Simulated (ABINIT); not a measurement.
A run of ABINIT 10.8.3 (patched build) is set up as follows.

The input run.abi:

```
# Datasets: ground state, then fixed potential
ndtset 2

# Pseudopotentials
pp_dirpath "./"
pseudos "Hf.LDA_PW-JTH.xml, N.LDA_PW-JTH.xml"

# Structure
acell 3.1904657967 3.1904657967 3.1904657967 Angstrom
rprim
     0.0000000000     0.7071067812     0.7071067812
     0.7071067812     0.0000000000     0.7071067812
     0.7071067812     0.7071067812     0.0000000000
ntypat 2
znucl 72 7
natom 2
typat 1 2
xred
     0.0000000000     0.0000000000     0.0000000000
     0.5000000000     0.5000000000     0.5000000000

# Plane-wave basis
ecut 25.0
pawecutdg 47.0

# Exchange and correlation
ixc 7

# Bands and occupations
occopt 3
tsmear 0.00183747

# SCF cycle
nstep 100

# Output
iomode 3
prtwf 0
prteig 0
prtebands 0
enunit 1
prtden1 1

# Dataset 1
kptopt1 1
ngkpt1 10 10 10
nshiftk1 1
shiftk1 0.0 0.0 0.0
nband1 13
tolvrs1 1.0e-9

# Dataset 2: bands along G-X-W-K-G-L-U-W-L-K
iscf2 -2
getden2 1
nband2 19
nbdbuf2 4
tolwfr2 1.0e-11
kptopt2 -9
ndivsm2 6
prteig2 1
kptbounds2
     0.0000000000     0.0000000000     0.0000000000
     0.5000000000     0.0000000000     0.5000000000
     0.5000000000     0.2500000000     0.7500000000
     0.3750000000     0.3750000000     0.7500000000
     0.0000000000     0.0000000000     0.0000000000
     0.5000000000     0.5000000000     0.5000000000
     0.6250000000     0.2500000000     0.6250000000
     0.5000000000     0.2500000000     0.7500000000
     0.5000000000     0.5000000000     0.5000000000
     0.3750000000     0.3750000000     0.7500000000
```

Potentials or basis: JTH PAW LDA v2.0.

Launch:

```console
$ abinit run.abi > log 2>&1
```

Predict the band gap on the k mesh.

none (metal or under the smearing width).

Levels at the corners of the path, in eV from the Fermi level:
| point | band 4 | band 5 | band 6 | band 7 | band 8 | band 9 | band 10 | band 11 | band 12 | band 13 |
| --- | --- | --- | --- | --- | --- | --- | --- | --- | --- | --- |
| Γ | -31.06 | -17.31 | -3.00 | -3.00 | -3.00 | -0.42 | -0.42 | -0.42 | 1.89 | 1.89 |
| X | -31.37 | -16.20 | -5.37 | -3.87 | -3.66 | -3.66 | 4.04 | 5.50 | 5.50 | 5.66 |
| W | -31.41 | -15.56 | -6.19 | -5.45 | -5.45 | 1.10 | 1.10 | 5.52 | 5.58 | 6.10 |
| K | -31.29 | -15.61 | -6.35 | -5.49 | -4.96 | -0.89 | 3.86 | 4.42 | 6.06 | 6.63 |
| Γ | -31.06 | -17.31 | -3.00 | -3.00 | -3.00 | -0.42 | -0.42 | -0.42 | 1.89 | 1.89 |
| L | -31.15 | -14.50 | -8.92 | -6.22 | -6.22 | 3.26 | 3.66 | 3.66 | 4.52 | 8.83 |
| U | -31.29 | -15.61 | -6.35 | -5.49 | -4.96 | -0.89 | 3.86 | 4.42 | 6.06 | 6.63 |
| W | -31.41 | -15.56 | -6.19 | -5.45 | -5.45 | 1.10 | 1.10 | 5.52 | 5.58 | 6.10 |
| L | -31.15 | -14.50 | -8.92 | -6.22 | -6.22 | 3.26 | 3.66 | 3.66 | 4.52 | 8.83 |
| K | -31.29 | -15.61 | -6.35 | -5.49 | -4.96 | -0.89 | 3.86 | 4.42 | 6.06 | 6.63 |

Caveat: spin-orbit coupling is left out, which moves the levels of the heavy elements.
